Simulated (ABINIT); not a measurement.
**LiH (Fm-3m): G0W0 in ABINIT against the wavefunction cutoff in GW**

Wanted: the cheapest wavefunction cutoff in GW that holds the gap of LiH (Fm-3m).

Program: ABINIT 10.8.3. Level of theory: PBE and many-body steps on it, plane waves. Results are calculated unless marked as measured.

The database entry behind the starting cell differs from later determinations by our own check (the deuteride, about 0.2 % short), so it need not match the best structure at ambient conditions.

**1. The structure**

The structure is cubic, space group Fm-3m (No. 225). The conventional cell has a = 4.074 Å, b = 4.074 Å, c = 4.074 Å, α = 90.00°, β = 90.00°, γ = 90.00°. Nearest to Li lie 6 H at 2.04 Å. H has 6 Li at 2.04 Å nearest. Farther neighbours are not listed.

The cell and positions come from the Crystallography Open Database and are kept as given unless a step says otherwise.

**2. Screening, 6×6×6 mesh, 29 bands, screening to 130.6 eV**

This step: ABINIT 10.8.3; RPA screening on PBE, plane waves, norm-conserving pseudopotentials.

The RPA dielectric matrix is built and inverted for each q.

Input file run.abi:

```
acell 3*1.0 Angstrom
rprim 
  0.000000000000 2.036750000000 2.036750000000
  2.036750000000 -0.000000000000 2.036750000000
  2.036750000000 2.036750000000 -0.000000000000
ntypat 2
znucl 3 1
natom 2
typat 1 2
xred 
  0.000000000000 0.000000000000 0.000000000000
  0.500000000000 0.500000000000 0.500000000000
pp_dirpath "pseudos"
pseudos "Li.upf, H.upf"
ecut 33
ngkpt 6 6 6
nshiftk 1
shiftk 0 0 0
kptopt 1
chksymbreak 0
istwfk *1
occopt 1
irdwfk 1
optdriver 3
nband 29
ecuteps 4.8
inclvkb 2
awtr 1
symchi 1
ecutwfn 9.9
indata_prefix "in"
outdata_prefix "out"
tmpdata_prefix "tmp"
```

The run is started by

```
OMP_NUM_THREADS=1 mpirun -n 4 abinit run.abi > log
```

Log:

```text
.Version 10.8.3 of ABINIT. v10.8.2 released Aug 2026.

 Symmetries : space group Fm -3 m (#225); Bravais cF (face-center cubic)
[... echo of the input left out ...]
== DATASET  1 ==================================================================
-   mpi_nproc: 4, omp_nthreads: 1 (-1 if OMP is not activated)

--- !DatasetInfo
iteration_state: {dtset: 1, }
dimensions: {natom: 2, nkpt: 16, mband: 29, nsppol: 1, nspinor: 1, nspden: 1, mpw: 174, }
cutoff_energies: {ecut:   9.9, pawecutdg:  -1.0, }
electrons: {nelect:   4.00000000E+00, charge:   0.00000000E+00, occopt:   1.00000000E+00, tsmear:   1.00000000E-02, }

 SCREENING: Calculation of the susceptibility and dielectric matrices

 Based on a program developped by R.W. Godby, V. Olevano, G. Onida, and L. Reining.
 Incorporated in ABINIT by V. Olevano, G.-M. Rignanese, and M. Torrent.
.Using double precision arithmetic ; gwpc =  8

[... cell and pseudopotentials left out ...]
--------------------------------------------------------------------------------

 ==== K-mesh for the wavefunctions ====
 Number of points in the irreducible wedge :    16
[... list of points left out ...]
 Together with 48 symmetry operations and time-reversal symmetry
 yields   216 points in the full Brillouin Zone.

 ==== Q-mesh for the screening function ====
 Number of points in the irreducible wedge :    16
[... list of points left out ...]
 Together with 48 symmetry operations and time-reversal symmetry
 yields   216 points in the full Brillouin Zone.

 setmesh: FFT mesh size selected  =    15x   15x   15
          total number of points  =         3375

 vcoul_init : cutoff-mode = AUXILIARY_FUNCTION
 q-points for optical limit:   1
     1)      0.000010    0.000020    0.000030

- screening: taking advantage of time-reversal symmetry
- Maximum band index for partially occupied states nbvw = 2
- Remaining bands to be divided among processors   nbcw = 27
- Number of bands treated by each node ~6

 Number of electrons calculated from density =    3.9500; Expected =    4.0000
 average of density, n =  0.034638
 r_s =    1.9031
 omega_plasma =   17.9529 [eV]

 calculating chi0 at frequencies [eV] :
  1    0.000000E+00    0.000000E+00
  2    0.000000E+00    1.795286E+01

--------------------------------------------------------------------------------
  q-point number  1        q = ( 0.000000, 0.000000, 0.000000) [r.l.u.]
--------------------------------------------------------------------------------
[... chi0 elements left out ...]
 For q-point:  0.000010 0.000020 0.000030
  dielectric constant =   4.1768
  dielectric constant without local fields =   4.5799

  Average fulfillment of the sum rule on Im[epsilon] for q-point    1 :     69.52  [%]
[... wings left out ...]
  q-point number  2        q = ( 0.166667, 0.000000, 0.000000) [r.l.u.]
--------------------------------------------------------------------------------
[... chi0 elements left out ...]
  Average fulfillment of the sum rule on Im[epsilon] for q-point    2 :     88.83  [%]

 [... 14 further q-points ...]
```

The job ended after 3.7 s (4 MPI ranks of Arm Neoverse N1, shared host; peak memory 0.26 GiB; 14 s of CPU time).

Numbers from this step:

```yaml
eps_infinity_with_local_fields_on_this_mesh_along_the_program_s_q_direction: 4.177
the_same_without_local_fields: 4.580
plasma_frequency: 17.95 eV
plane_waves_in_the_screening_matrix: 59
```

Local fields lower ε∞ by 9 %.

**3. 9.9 Ha**

This step: G0W0 on PBE, plane waves, norm-conserving pseudopotentials.

Changes to run.abi since step 2:

```diff
@@ -23,8 +23,17 @@
 irdwfk 1
-optdriver 3
+optdriver 4
 nband 29
+gwcalctyp 0
+ecutsigx 9.9
+symsigma 1
+nkptgw 2
+kptgw 
+  0.5000000000 0.5000000000 0.0000000000
+  0.0000000000 0.0000000000 0.0000000000
+bdgw 
+  1 5
+  1 6
 ecuteps 4.8
-inclvkb 2
-awtr 1
-symchi 1
+irdscr 1
+ppmodel 1
 ecutwfn 9.9
```

Log:

```text
.Version 10.8.3 of ABINIT. v10.8.2 released Aug 2026.

 Symmetries : space group Fm -3 m (#225); Bravais cF (face-center cubic)
[... echo of the input left out ...]
== DATASET  1 ==================================================================
-   mpi_nproc: 4, omp_nthreads: 1 (-1 if OMP is not activated)

--- !DatasetInfo
iteration_state: {dtset: 1, }
dimensions: {natom: 2, nkpt: 16, mband: 29, nsppol: 1, nspinor: 1, nspden: 1, mpw: 174, }
cutoff_energies: {ecut:   9.9, pawecutdg:  -1.0, }
electrons: {nelect:   4.00000000E+00, charge:   0.00000000E+00, occopt:   1.00000000E+00, tsmear:   1.00000000E-02, }

 SIGMA: Calculation of the GW corrections

 Based on a program developped by R.W. Godby, V. Olevano, G. Onida, and L. Reining.
 Incorporated in ABINIT by V. Olevano, G.-M. Rignanese, and M. Torrent.
.Using double precision arithmetic ; gwpc =  8

[... cell and pseudopotentials left out ...]
--------------------------------------------------------------------------------

 ==== K-mesh for the wavefunctions ====
 Number of points in the irreducible wedge :    16
[... list of points left out ...]
 Together with 48 symmetry operations and time-reversal symmetry
 yields   216 points in the full Brillouin Zone.

 ==== Q-mesh for screening function ====
 Number of points in the irreducible wedge :    16
[... list of points left out ...]
 Together with 48 symmetry operations and time-reversal symmetry
 yields   216 points in the full Brillouin Zone.

 vcoul_init : cutoff-mode = AUXILIARY_FUNCTION
 q-points for optical limit:   1
     1)      0.000010    0.000020    0.000030
 setmesh: FFT mesh size selected  =    15x   15x   15
          total number of points  =         3375

 Number of electrons calculated from density =    3.9500; Expected =    4.0000
 average of density, n =  0.034638
 r_s =    1.9031
 omega_plasma =   17.9529 [eV]

 === KS Band Gaps ===
  >>>> For spin  1
   Minimum direct gap =   3.0221 [eV], located at k-point      :   0.5000  0.5000  0.0000
   Fundamental gap    =   3.0221 [eV], Top of valence bands at :   0.5000  0.5000  0.0000
                                       Bottom of conduction at :   0.5000  0.5000  0.0000
 SIGMA fundamental parameters:
 PLASMON POLE MODEL  1
 number of plane-waves for SigmaX                  169
 number of plane-waves for SigmaC and W             59
 number of plane-waves for wavefunctions           169
 number of bands                                    29
 number of independent spin polarizations            1
 number of spinorial components                      1
 number of k-points in IBZ                          16
 number of q-points in IBZ                          16
 number of symmetry operations                      48
 number of k-points in BZ                          216
 number of q-points in BZ                          216
 number of frequencies for dSigma/dE                 9
 frequency step for dSigma/dE [eV]                0.25
 number of omega for Sigma on real axis              0
 max omega for Sigma on real axis  [eV]           0.00
 zcut for avoiding poles [eV]                     0.10

 EPSILON^-1 parameters (SCR file):
 dimension of the eps^-1 matrix on file             59
 dimension of the eps^-1 matrix used                59
 number of plane-waves for wavefunctions           169
 number of bands                                    29
 number of q-points in IBZ                          16
 number of frequencies                               2
 number of real frequencies                          1
 number of imag frequencies                          1

 matrix elements of self-energy operator (all in [eV])

 Perturbative Calculation

--- !SelfEnergy_ee
iteration_state: {dtset: 1, }
kpoint     : [   0.500,    0.500,    0.000, ]
spin       : 1
KS_gap     :    3.022
QP_gap     :    4.887
Delta_QP_KS:    1.865
data: !SigmaeeData |
     Band     E0 <VxcDFT>   SigX SigC(E0)      Z dSigC/dE  Sig(E)    E-E0       E
        1 -44.599 -23.023 -34.364   4.577   0.789  -0.267 -28.362  -5.339 -49.937
        2  -0.348 -11.234 -14.495   1.733   0.772  -0.295 -12.414  -1.180  -1.528
        3   2.674  -7.744  -3.650  -3.248   0.810  -0.234  -7.059   0.685   3.359
        4  10.239  -8.345  -2.650  -4.382   0.781  -0.281  -7.320   1.025  11.265
        5  10.239  -8.345  -2.650  -4.382   0.781  -0.281  -7.320   1.025  11.265

--- !SelfEnergy_ee
iteration_state: {dtset: 1, }
kpoint     : [   0.000,    0.000,    0.000, ]
spin       : 1
KS_gap     :   20.729
QP_gap     :   22.995
Delta_QP_KS:    2.266
data: !SigmaeeData |
     Band     E0 <VxcDFT>   SigX SigC(E0)      Z dSigC/dE  Sig(E)    E-E0       E
        1 -44.649 -22.967 -34.396   4.583   0.789  -0.267 -28.370  -5.403 -50.052
        2  -5.602  -9.717 -15.308   3.518   0.714  -0.402 -11.196  -1.479  -7.081
        3  15.128 -11.418  -4.352  -5.877   0.662  -0.511 -10.631   0.787  15.915
        4  17.057  -9.111  -2.413  -5.188   0.694  -0.441  -8.062   1.049  18.106
        5  17.057  -9.111  -2.413  -5.188   0.694  -0.441  -8.062   1.049  18.106
        6  17.057  -9.111  -2.413  -5.188   0.694  -0.441  -8.062   1.049  18.106

== END DATASET(S) ==============================================================
================================================================================

 -outvars: echo values of variables after computation  --------
           etotal      0.0000000000E+00
            nband          29
             nkpt          16
          spgroup         225
 [... the other variables as echoed above ...]

 Calculation completed.
```

Run time: 2.6 s. Hardware: 4 MPI ranks; peak memory 0.07 GiB.

Numbers from this step:

| Quantity | Value |
| --- | --- |
| G0W0 gap on the points computed | 4.887 eV |
| starting gap on the mesh | 3.022 eV |
| k of the valence top | 0.5, 0.5, 0 |
| k of the conduction bottom | 0.5, 0.5, 0 |
| Z at the valence top | 0.772 |
| Z at the conduction bottom | 0.81 |
| least direct G0W0 gap on the computed points | 4.887 eV |

**4. Screening, 6×6×6 mesh, 29 bands, screening to 130.6 eV**

This step: RPA screening on PBE, plane waves, norm-conserving pseudopotentials.

Changes to run.abi since step 3:

```diff
@@ -23,18 +23,9 @@
 irdwfk 1
-optdriver 4
+optdriver 3
 nband 29
-gwcalctyp 0
-ecutsigx 9.9
-symsigma 1
-nkptgw 2
-kptgw 
-  0.5000000000 0.5000000000 0.0000000000
-  0.0000000000 0.0000000000 0.0000000000
-bdgw 
-  1 5
-  1 6
 ecuteps 4.8
-irdscr 1
-ppmodel 1
-ecutwfn 9.9
+inclvkb 2
+awtr 1
+symchi 1
+ecutwfn 16.5
 indata_prefix "in"
```

Log:

```text
.Version 10.8.3 of ABINIT. v10.8.2 released Aug 2026.

 Symmetries : space group Fm -3 m (#225); Bravais cF (face-center cubic)
[... echo of the input left out ...]
== DATASET  1 ==================================================================
-   mpi_nproc: 4, omp_nthreads: 1 (-1 if OMP is not activated)

--- !DatasetInfo
iteration_state: {dtset: 1, }
dimensions: {natom: 2, nkpt: 16, mband: 29, nsppol: 1, nspinor: 1, nspden: 1, mpw: 375, }
cutoff_energies: {ecut:  16.5, pawecutdg:  -1.0, }
electrons: {nelect:   4.00000000E+00, charge:   0.00000000E+00, occopt:   1.00000000E+00, tsmear:   1.00000000E-02, }

 SCREENING: Calculation of the susceptibility and dielectric matrices

 Based on a program developped by R.W. Godby, V. Olevano, G. Onida, and L. Reining.
 Incorporated in ABINIT by V. Olevano, G.-M. Rignanese, and M. Torrent.
.Using double precision arithmetic ; gwpc =  8

[... cell and pseudopotentials left out ...]
--------------------------------------------------------------------------------

 ==== K-mesh for the wavefunctions ====
 Number of points in the irreducible wedge :    16
[... list of points left out ...]
 Together with 48 symmetry operations and time-reversal symmetry
 yields   216 points in the full Brillouin Zone.

 ==== Q-mesh for the screening function ====
 Number of points in the irreducible wedge :    16
[... list of points left out ...]
 Together with 48 symmetry operations and time-reversal symmetry
 yields   216 points in the full Brillouin Zone.

 setmesh: FFT mesh size selected  =    15x   15x   15
          total number of points  =         3375

 vcoul_init : cutoff-mode = AUXILIARY_FUNCTION
 q-points for optical limit:   1
     1)      0.000010    0.000020    0.000030

- screening: taking advantage of time-reversal symmetry
- Maximum band index for partially occupied states nbvw = 2
- Remaining bands to be divided among processors   nbcw = 27
- Number of bands treated by each node ~6

 Number of electrons calculated from density =    3.9945; Expected =    4.0000
 average of density, n =  0.035029
 r_s =    1.8960
 omega_plasma =   18.0538 [eV]

 calculating chi0 at frequencies [eV] :
  1    0.000000E+00    0.000000E+00
  2    0.000000E+00    1.805384E+01

--------------------------------------------------------------------------------
  q-point number  1        q = ( 0.000000, 0.000000, 0.000000) [r.l.u.]
--------------------------------------------------------------------------------
[... chi0 elements left out ...]
 For q-point:  0.000010 0.000020 0.000030
  dielectric constant =   4.1805
  dielectric constant without local fields =   4.5842

  Average fulfillment of the sum rule on Im[epsilon] for q-point    1 :     69.78  [%]
[... wings left out ...]
  q-point number  2        q = ( 0.166667, 0.000000, 0.000000) [r.l.u.]
--------------------------------------------------------------------------------
[... chi0 elements left out ...]
  Average fulfillment of the sum rule on Im[epsilon] for q-point    2 :     85.23  [%]

 [... 14 further q-points ...]
```

Run time: 3.7 s. Hardware: 4 MPI ranks; peak memory 0.27 GiB.

This step gave:

```
ε∞ with local fields, on this mesh, along the program's q direction : 4.181
the same without local fields                                       : 4.584
plasma frequency                                                    : 18.05 eV
plane waves in the screening matrix                                 : 59
```

**5. 16.5 Ha**

The self-energy is evaluated for the states that the input lists, and the levels follow from it, in one-shot runs by the linearised quasiparticle equation.

This step: G0W0 on PBE, plane waves, norm-conserving pseudopotentials.

Changes to run.abi since step 4:

```diff
@@ -23,8 +23,17 @@
 irdwfk 1
-optdriver 3
+optdriver 4
 nband 29
+gwcalctyp 0
+ecutsigx 16.5
+symsigma 1
+nkptgw 2
+kptgw 
+  0.5000000000 0.5000000000 0.0000000000
+  0.0000000000 0.0000000000 0.0000000000
+bdgw 
+  1 5
+  1 6
 ecuteps 4.8
-inclvkb 2
-awtr 1
-symchi 1
+irdscr 1
+ppmodel 1
 ecutwfn 16.5
```

Log:

```text
.Version 10.8.3 of ABINIT. v10.8.2 released Aug 2026.

 Symmetries : space group Fm -3 m (#225); Bravais cF (face-center cubic)
[... echo of the input left out ...]
== DATASET  1 ==================================================================
-   mpi_nproc: 4, omp_nthreads: 1 (-1 if OMP is not activated)

--- !DatasetInfo
iteration_state: {dtset: 1, }
dimensions: {natom: 2, nkpt: 16, mband: 29, nsppol: 1, nspinor: 1, nspden: 1, mpw: 375, }
cutoff_energies: {ecut:  16.5, pawecutdg:  -1.0, }
electrons: {nelect:   4.00000000E+00, charge:   0.00000000E+00, occopt:   1.00000000E+00, tsmear:   1.00000000E-02, }

 SIGMA: Calculation of the GW corrections

 Based on a program developped by R.W. Godby, V. Olevano, G. Onida, and L. Reining.
 Incorporated in ABINIT by V. Olevano, G.-M. Rignanese, and M. Torrent.
.Using double precision arithmetic ; gwpc =  8

[... cell and pseudopotentials left out ...]
--------------------------------------------------------------------------------

 ==== K-mesh for the wavefunctions ====
 Number of points in the irreducible wedge :    16
[... list of points left out ...]
 Together with 48 symmetry operations and time-reversal symmetry
 yields   216 points in the full Brillouin Zone.

 ==== Q-mesh for screening function ====
 Number of points in the irreducible wedge :    16
[... list of points left out ...]
 Together with 48 symmetry operations and time-reversal symmetry
 yields   216 points in the full Brillouin Zone.

 vcoul_init : cutoff-mode = AUXILIARY_FUNCTION
 q-points for optical limit:   1
     1)      0.000010    0.000020    0.000030
 setmesh: FFT mesh size selected  =    20x   20x   20
          total number of points  =         8000

 Number of electrons calculated from density =    3.9945; Expected =    4.0000
[...]
number of omega for Sigma on real axis              0
 max omega for Sigma on real axis  [eV]           0.00
 zcut for avoiding poles [eV]                     0.10

 EPSILON^-1 parameters (SCR file):
 dimension of the eps^-1 matrix on file             59
 dimension of the eps^-1 matrix used                59
 number of plane-waves for wavefunctions           339
 number of bands                                    29
 number of q-points in IBZ                          16
 number of frequencies                               2
 number of real frequencies                          1
 number of imag frequencies                          1

 matrix elements of self-energy operator (all in [eV])

 Perturbative Calculation

--- !SelfEnergy_ee
iteration_state: {dtset: 1, }
kpoint     : [   0.500,    0.500,    0.000, ]
spin       : 1
KS_gap     :    3.022
QP_gap     :    4.850
Delta_QP_KS:    1.828
data: !SigmaeeData |
     Band     E0 <VxcDFT>   SigX SigC(E0)      Z dSigC/dE  Sig(E)    E-E0       E
        1 -44.599 -25.218 -38.708   5.081   0.777  -0.287 -31.752  -6.534 -51.132
        2  -0.348 -11.298 -14.580   1.732   0.772  -0.296 -12.494  -1.196  -1.544
        3   2.674  -7.686  -3.652  -3.254   0.810  -0.234  -7.054   0.632   3.306
[...]
--- !SelfEnergy_ee
iteration_state: {dtset: 1, }
kpoint     : [   0.000,    0.000,    0.000, ]
spin       : 1
KS_gap     :   20.729
QP_gap     :   22.990
Delta_QP_KS:    2.260
data: !SigmaeeData |
     Band     E0 <VxcDFT>   SigX SigC(E0)      Z dSigC/dE  Sig(E)    E-E0       E
[...]
5  17.057  -9.034  -2.427  -5.283   0.694  -0.440  -8.114   0.919  17.976
        6  17.057  -9.034  -2.427  -5.283   0.694  -0.440  -8.114   0.919  17.976

== END DATASET(S) ==============================================================
================================================================================

 -outvars: echo values of variables after computation  --------
           etotal      0.0000000000E+00
            nband          29
             nkpt          16
          spgroup         225
 [... the other variables as echoed above ...]

 Calculation completed.
```

Elapsed: 2.7 s, on 4 MPI ranks; peak memory 0.08 GiB.

This step gave:

* G0W0 gap on the points computed: 4.85 eV
* starting gap on the mesh: 3.022 eV
* k of the valence top: 0.5, 0.5, 0
* k of the conduction bottom: 0.5, 0.5, 0
* Z at the valence top: 0.772
* Z at the conduction bottom: 0.81
* least direct G0W0 gap on the computed points: 4.85 eV

The gap on the mesh goes from 3.02 eV to 4.85 eV, a correction of +1.83 eV.

(Part 1 of 2 ends here.)

[Paths, hosts, dates, memory and timing lines, banners, echoed tables and standing remarks are left out of the program output.]

[Logs are printed without paths, hosts, clocks, repeated set-up lines and the standing remarks that a program may print on its own settings, such as how far it seeks lower states.]

[Runs of the session that timed out or met a known fault of the program may be left out.]

[Hosts, paths, dates, database ids (printed as entryN), source tags and the programs' standing remarks are cut or masked in the printed files.]

[G0W0 gaps are taken among the corrected bands and points alone; a level outside them can change the order at an edge.]

[Where Ansatz stands beside ABINIT at settings called matched, ABINIT's density can come from a denser mesh and the files from another edition; pairs whose starting gaps differed by over 0.03 eV were left out, so agreement reads better than it is.]
